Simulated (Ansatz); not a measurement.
# Zr₃C₂: competing structures

Computed with DFT PBE, scalar-relativistic, plane waves, PAW in Ansatz 0.2.0. Settings: cutoff 420 eV, Γ-centred meshes no coarser than 0.19 Å⁻¹ for metals and 0.3 Å⁻¹ for insulators (2π included), Gaussian smearing.

These are static lattice energies at zero pressure. Larger cells and other orderings weren't all tried, so the list isn't exhaustive. The k mesh leaves about 4 meV/atom of noise in metals. No run is spin-polarised.

```
#                             started from      space group  atoms  V (Å³/atom)  ΔE (meV/atom)  gap on mesh (eV)
1                    anti-tetradymite type   R-3m (No. 166)      5         15.7              0              0.00
2  sites of a reported La2O3 cell, changed  P-62m (No. 189)      5         16.5            634              0.00
3                            a random cell  P-62m (No. 189)      5         25.1           1903              0.00
```

The lowest structure: Space group R-3m (No. 166), trigonal, a = 3.340 Å, c = 24.365 Å. Zr on Wyckoff site a (1 atom of the primitive cell) has 6 C at 2.39 Å; around Zr on Wyckoff site c (2 atoms of the primitive cell) lie 3 C at 2.26 Å; around C lie 6 Zr at 2.26–2.39 Å. Its energy against the elements is -0.74 eV/atom. The zero of energy is the lowest elemental structures computed at the same level; no fitted shifts are applied.

```xyz
5
Lattice="1.6702 0.9643 8.1216 -1.6702 0.9643 8.1216 0.0000 -1.9286 8.1216" Properties=species:S:1:pos:R:3 pbc="T T T"
Zr    0.0000    0.0000    0.0000
Zr    0.0000    0.0000    5.5252
Zr    0.0000    0.0000   18.8397
C     0.0000    0.0000    9.5339
C     0.0000    0.0000   14.8310
```

The second: Space group P-62m (No. 189), hexagonal, a = 5.644 Å, c = 2.993 Å. Around Zr lie 4 C at 2.34 Å; C is coordinated by 6 Zr at 2.34 Å.